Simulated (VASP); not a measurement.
# C in VASP: work function with PBEsol

Aim: the work function of C with PBEsol.

Program: VASP 6.6.1. These are calculated values, not measurements. Logs are shortened: lines on timing, memory, paths and dates and some standing lists are left out, and cuts for length are marked.

## Step 1: The structure

The cell holds a slab with vacuum, 12 atoms: a = 5.044 Å, b = 2.522 Å, c = 20.058 Å, α = 90.00°, β = 90.00°, γ = 90.00°.

The slab is cut from a database's or a generator's crystal, which needn't be the stable form of the element.

## Step 2: Work function, PBEsol

Contents of INCAR:

```
SYSTEM = C
ALGO = Fast ; DIPOL = 0.5 0.5 0.500
EDIFF = 1E-7 ; ENCUT = 520
GGA = PS ; IDIPOL = 3
ISIF = 2 ; ISMEAR = 0
KPAR = 8 ; LASPH = .True.
LCHARG = .True. ; LDIPOL = .True.
LREAL = .False. ; LVACPOTAV = .True.
LVHAR = .True. ; LWAVE = .False.
NELM = 60 ; PREC = Accurate
SIGMA = 0.05
```

Contents of KPOINTS:

```
k-points
0
Gamma
  6 10 1
  0 0 0
```

Contents of POSCAR:

```
C                                       
1.0
    5.0441320810      0.0000000000      0.0000000000
    0.0000000000      2.5220660410      0.0000000000
    0.0000000000      0.0000000000     20.0584250000
  C             
    12
Direct
     0.3623043532826890    0.0000000000000000    0.3961073391492463
     0.2666184689604058    0.5000000000000000    0.4307013200301610
     0.0000000000000000    0.5000000000000000    0.4749081259805428
     0.0000000000000000    0.0000000000000000    0.5250918740194573
     0.2666184689604058    0.0000000000000000    0.5692986799698390
     0.3623043532826890    0.5000000000000000    0.6038926608507538
     0.6376956467173110    1.0000000000000000    0.3961073391492463
     0.7333815310395940    0.5000000000000000    0.4307013200301610
     0.5000000000000000    0.5000000000000000    0.4802904917890640
     0.5000000000000000    0.0000000000000000    0.5197095082109361
     0.7333815310395940    0.0000000000000000    0.5692986799698390
     0.6376956467173110    0.5000000000000000    0.6038926608507538
```

Potentials or basis: VASP PAW PBE potentials, release 64 (C).

On the command line:

```
$ cat potpaw_PBE.64/C/POTCAR > POTCAR
$ mpirun -np 8 vasp_std > vasp.out
```

OUTCAR:

```text
SYSTEM = C
   EDIFF = 1E-7
   ENCUT = 520
   GGA = PS
   ISIF = 2
   ISMEAR = 0
   LASPH = .True.
   LREAL = .False.
   NELM = 60
   PREC = Accurate

 ion  position               nearest neighbor table
   1  0.362  0.000  0.396-   7 1.39   2 1.52   2 1.52
   2  0.267  0.500  0.431-   1 1.52   1 1.52   9 1.54   3 1.61
   3  0.000  0.500  0.475-   2 1.61   8 1.61   4 1.61   4 1.61
   4  0.000  0.000  0.525-   5 1.61  11 1.61   3 1.61   3 1.61
   5  0.267  0.000  0.569-   6 1.52   6 1.52  10 1.54   4 1.61
   6  0.362  0.500  0.604-  12 1.39   5 1.52   5 1.52
   7  0.638  0.000  0.396-   1 1.39   8 1.52   8 1.52
   8  0.733  0.500  0.431-   7 1.52   7 1.52   9 1.54   3 1.61
   9  0.500  0.500  0.480-  10 1.49  10 1.49   8 1.54   2 1.54
  10  0.500  0.000  0.520-   9 1.49   9 1.49  11 1.54   5 1.54
  11  0.733  0.000  0.569-  12 1.52  12 1.52  10 1.54   4 1.61
  12  0.638  0.500  0.604-   6 1.39  11 1.52  11 1.52

  LATTYP: Found a simple orthorhombic cell.
 ALAT       =     2.5220660410
 B/A-ratio  =     1.9999999996
 C/A-ratio  =     7.9531719923

  Lattice vectors:

 A1 = (   0.0000000000,  -2.5220660410,   0.0000000000)
 A2 = (   5.0441320810,   0.0000000000,   0.0000000000)
 A3 = (   0.0000000000,   0.0000000000,  20.0584250000)

Analysis of symmetry for initial positions (statically):
=====================================================================
 Subroutine PRICEL returns:
 Original cell was already a primitive cell.

 Routine SETGRP: Setting up the symmetry group for a
 simple orthorhombic supercell.

 Subroutine GETGRP returns: Found  8 space group operations
 (whereof  4 operations were pure point group operations)
 out of a pool of  8 trial point group operations.

The static configuration has the point symmetry C_2v.
 The point group associated with its full space group is D_2h.

Analysis of symmetry for dynamics (positions and initial velocities):
=====================================================================
 Subroutine PRICEL returns:
 Original cell was already a primitive cell.

 Routine SETGRP: Setting up the symmetry group for a
 simple orthorhombic supercell.

 Subroutine GETGRP returns: Found  8 space group operations
 (whereof  4 operations were pure point group operations)
 out of a pool of  8 trial point group operations.

The dynamic configuration has the point symmetry C_2v.
 The point group associated with its full space group is D_2h.

 Subroutine INISYM returns: Found  8 space group operations
 (whereof  4 operations are pure point group operations),
 and found     1 'primitive' translations

[... 134 lines left out ...]
  volume/ion in A,a.u.               =      21.26       143.50
  Fermi-wavevector in a.u.,A,eV,Ry     =   0.938013  1.772587 11.971326  0.879868
  Thomas-Fermi vector in A             =   2.065182
   LORBIT       =      0    0 simple, 1 ext, 2 COOP (PROOUT), +10 PAW based schemes
   GGA     = PS    functional components
   LHFCALC =     F    Hartree Fock is set to
   AEXX    =    0.0000 exact exchange contribution
   IVDW    =     0    specifies the selected vdW correction
   LEPSILON=     F    determine dielectric tensor
   LRPA    =     F    only Hartree local field effects (RPA)
 non-spin polarized calculation
 RMM-DIIS sequential band-by-band and
 Gauss-broadening in eV      SIGMA  =   0.05
  energy-cutoff  :      520.00
  volume of cell :      255.18
 maximum number of plane-waves:      6925
 NGX is ok and might be reduce to    40
   NGX = 19   NGY =  9   NGZ = 75

 number of electron      48.0000005 magnetization

 dipolmoment           0.000000      0.000000      0.000000 electrons x Angstroem

 Free energy of the ion-electron system (eV)
  ---------------------------------------------------
  ext. energy  EPLUGINS =         0.00000000
  ---------------------------------------------------
  free energy    TOTEN  =      -106.48051133 eV

  energy without entropy =     -106.48051133  energy(sigma->0) =     -106.48051133

 E-fermi :  -0.9162     XC(G=0):  -4.4981

 val. band max:       -1.1685309168   @ k =   0.5000   0.1000   0.0000
 cond. band min:      -0.5665039144   @ k =   0.0000   0.4000   0.0000
 fundamental gap:      0.6020270024
 Fermi energy:        -0.9161526719

 k-point     1 :       0.0000    0.0000    0.0000
  band No.  band energies     occupation
      1     -23.0140      2.00000
      2     -21.3041      2.00000
      3     -18.2906      2.00000
      4     -17.4564      2.00000
      5     -16.6421      2.00000
      6     -16.1525      2.00000
[... 805 lines left out ...]
     30       4.6051      0.00000
     31       6.2427      0.00000

------------------------ aborting loop because EDIFF is reached ----------------------------------------

  FORCE on cell =-STRESS in cart. coord.  units (eV):
  Direction    XX          YY          ZZ          XY          YZ          ZX
  --------------------------------------------------------------------------------------
  -------------------------------------------------------------------------------------
  Total      -12.5272098     10.4743041     -0.0876244      0.0000000      0.0000000      0.0000000
  in kB      -78.6547941     65.7651824     -0.5501685      0.0000000      0.0000000      0.0000000
  external PRESSURE =      -4.4799267 kB  Pullay stress =       0.0000000 kB

 VOLUME and BASIS-vectors are now :
 -----------------------------------------------------------------------------
  energy-cutoff  :      520.00
  volume of cell :      255.18
      direct lattice vectors                 reciprocal lattice vectors
     5.044132081  0.000000000  0.000000000     0.198250162  0.000000000  0.000000000
     0.000000000  2.522066041  0.000000000     0.000000000  0.396500323  0.000000000
     0.000000000  0.000000000 20.058425000     0.000000000  0.000000000  0.049854363

 POSITION                                       TOTAL-FORCE (eV/Angst)
 -----------------------------------------------------------------------------------
      1.82751      0.00000      7.94529         0.004423      0.000000      0.000430
      1.34486      1.26103      8.63919         0.004127      0.000000     -0.001748
      0.00000      1.26103      9.52591         0.000000      0.000000      0.012369
      0.00000      0.00000     10.53252         0.000000      0.000000     -0.012369
      1.34486      0.00000     11.41923         0.004127      0.000000      0.001748
      1.82751      1.26103     12.11314         0.004423      0.000000     -0.000430
      3.21662      0.00000      7.94529        -0.004423      0.000000      0.000430
      3.69927      1.26103      8.63919        -0.004127     -0.000000     -0.001748
      2.52207      1.26103      9.63387         0.000000      0.000000     -0.001723
      2.52207      0.00000     10.42455         0.000000      0.000000      0.001723
      3.69927      0.00000     11.41923        -0.004127     -0.000000      0.001748
      3.21662      1.26103     12.11314        -0.004423      0.000000     -0.000430
 -----------------------------------------------------------------------------------
    total drift:                                0.000000     -0.000000      0.000000

  FREE ENERGIE OF THE ION-ELECTRON SYSTEM (eV)
  ---------------------------------------------------
  free  energy   TOTEN  =      -106.4805113333 eV

  energy  without entropy=     -106.4805113333  energy(sigma->0) =     -106.48051133

 vacuum level on the upper side and lower side of the slab         4.126         4.126
```

OSZICAR:

```text
N       E                     dE             d eps       ncg     rms          rms(c)
DAV:   1     0.392277736451E+03    0.39228E+03   -0.21074E+04  1512   0.128E+03
DAV:   2    -0.639453519628E+02   -0.45622E+03   -0.43856E+03  2193   0.302E+02
DAV:   3    -0.110364159015E+03   -0.46419E+02   -0.45882E+02  1770   0.105E+02
[... 17 lines left out ...]
RMM:  21    -0.106480496169E+03    0.57339E-06   -0.44881E-06  1678   0.859E-03    0.352E-03
RMM:  22    -0.106480504165E+03   -0.79958E-05   -0.29563E-06  1811   0.675E-03    0.846E-04
RMM:  23    -0.106480508917E+03   -0.47517E-05   -0.13104E-06  1715   0.420E-03    0.820E-04
RMM:  24    -0.106480510149E+03   -0.12326E-05   -0.24564E-07  1209   0.199E-03    0.294E-04
RMM:  25    -0.106480511312E+03   -0.11628E-05   -0.11454E-07  1153   0.993E-04    0.239E-04
RMM:  26    -0.106480511333E+03   -0.21471E-07   -0.11129E-08   690   0.501E-04
   1 F= -.10648051E+03 E0= -.10648051E+03  d E =-.809827E-14
```

Wall time 40 s (8 MPI ranks of Intel Xeon Platinum 8559C (Emerald Rapids), shared host); peak memory 0.4 GiB.

What came out:

* Free energy: -106.4805 eV
* Largest force: 0.012 eV/Å
* Band gap on the k mesh: 0.60 eV, indirect (least direct gap 1.01 eV)
* Ionisation potential of the upper face: 5.29 eV

Forces in eV/Å, atoms in the order of the input:
```
C    0.004  0.000  0.000
C    0.004  0.000 -0.002
C    0.000  0.000  0.012
C    0.000  0.000 -0.012
C    0.004  0.000  0.002
C    0.004  0.000  0.000
C   -0.004  0.000  0.000
C   -0.004  0.000 -0.002
C    0.000  0.000 -0.002
C    0.000  0.000  0.002
C   -0.004  0.000  0.002
C   -0.004  0.000  0.000
```

Levels at points of the mesh, in eV from the valence-band top:
| k point | band 22 | band 23 | band 24 | band 25 | band 26 | band 27 |
| --- | --- | --- | --- | --- | --- | --- |
| (0.00, 0.00, 0.00) | -2.37 | -1.41 | -0.22 | 1.29 | 2.63 | 4.02 |
| (0.50, 0.00, 0.00) | -1.26 | -1.17 | -0.14 | 0.90 | 2.21 | 4.77 |
| (0.00, 0.50, 0.00) | -2.95 | -2.08 | -2.08 | 0.83 | 0.83 | 4.57 |
| (0.50, 0.50, 0.00) | -5.23 | -1.82 | -1.82 | 0.73 | 0.73 | 4.48 |

Caveat: the PAW data sets were made with another functional, which shifts forces and pressure a little.
